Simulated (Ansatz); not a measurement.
# MoS2: response to equal strain of all cell vectors

How does MoS2 answer equal strain of all cell vectors between -3 and +3 %? At each strain the shape is held and the atoms relax, within the symmetry that is left.

Method: DFT PBEsol, scalar-relativistic, plane waves, PAW, in Ansatz 0.2.0.

### Step 1. Starting point

It takes space group R3m (No. 160, trigonal). Conventional cell: a = 3.184 Å, b = 3.184 Å, c = 19.446 Å, α = 90.00°, β = 90.00°, γ = 120.00°. Around Mo (site symmetry 3m) lie 6 S at 2.41 Å. Around S (site symmetry 3m) lie 3 Mo at 2.41 Å.

As a file:

```
Mo S
1.0
     1.59215    0.91923    6.48210
    -1.59215    0.91923    6.48210
     0.00000   -1.83846    6.48210
Mo S
1 2
Direct
  0.99978 0.99978 0.99978
  0.41293 0.41293 0.41293
  0.25330 0.25330 0.25330
```

Source of the structure: the Materials Project (structure only).

(A quick probe on a coarse mesh, which set the mesh and smearing, is not shown.)

### Step 3. Relaxing cell and atoms

Input file input.yaml:

```yaml
crystal:
  lattice:
    - [1.5921519155, 0.919229337, 6.4820983796]
    - [-1.5921519155, 0.919229337, 6.4820983796]
    - [0.0, -1.838458674, 6.4820983796]
  atoms:
    - { symbol: Mo, position: [0.99977504, 0.99977504, 0.99977504] }
    - { symbol: S, position: [0.41293022, 0.41293022, 0.41293022] }
    - { symbol: S, position: [0.25329574, 0.25329574, 0.25329574] }
basis:
  ecutwfc: 420
kpoints:
  mp_grid: { grid: [12, 12, 12] }
hamiltonian:
  xc: pbesol
scf:
  occupations: { method: gaussian, width: 0.02 }
output:
  forces: true
  stress: true
  eigenvalues: true
  write_density: true
  write_potential: true
  elf: true
  volumetric_format: npy
relax:
  adjacent_minimum: "off"
  f_tol: 0.005
  max_steps: 80
  cell: { stress_tol: 0.05 }
```

Command:

```sh
$ ansatz run input.yaml --threads 1 --pin off --max-ram 2560MiB --backend cpu --events-out ev --progress --plain --runs-dir out
```

Further runs follow: zero strain; seeking the band edges; strain -1.0 %; seeking the band edges at -1.0 %; the cell strained by +1.0 %; the gap over the whole zone at +1.0 %; strain -2.0 %; the gap over the whole zone at -2.0 %; At +2.0 %; band edges over the zone at +2.0 %; strain -3.0 %; the gap over the whole zone at -3.0 %; strain +3.0 %; seeking the band edges at +3.0 %.

Before running it: what results should come out? Wanted: relaxed cell; volume; formation energy; (1/V) d²E/dε² at zero strain, cubic fit; gap shift, negative and positive side.

**Answer**, as computed:

| quantity | value |
| --- | --- |
| relaxed cell (conventional) | a = 3.143 Å, b = 3.143 Å, c = 18.855 Å, α = 90.00°, β = 90.00°, γ = 120.00° |
| space group (0.01 Å) | R3m (No. 160) |
| volume | 17.92 Å³/atom |
| formation energy (elements from runs with the same settings, not shown) | -0.97 eV/atom |
| largest energy cost | 33.2 meV/atom at -3.0 % |
| (1/V) d²E/dε² at zero strain, cubic fit | 608 GPa |
| gap shift, negative and positive side | +40, +19 meV per % |

What this shows: The relaxed volume is 5.5 % smaller than at the start. The curvature of the energy, 608 GPa, is nine times the bulk modulus at fixed shape. Compression by 3 % costs 33.2 meV/atom and stretching 28.0. The gap runs from 0.84 eV at -3.0 % through 0.99 to 0.68 eV at +3.0 %. Layers here are held mostly by dispersion, which this level lacks, so their spacing and the stiffness across them are unreliable there.
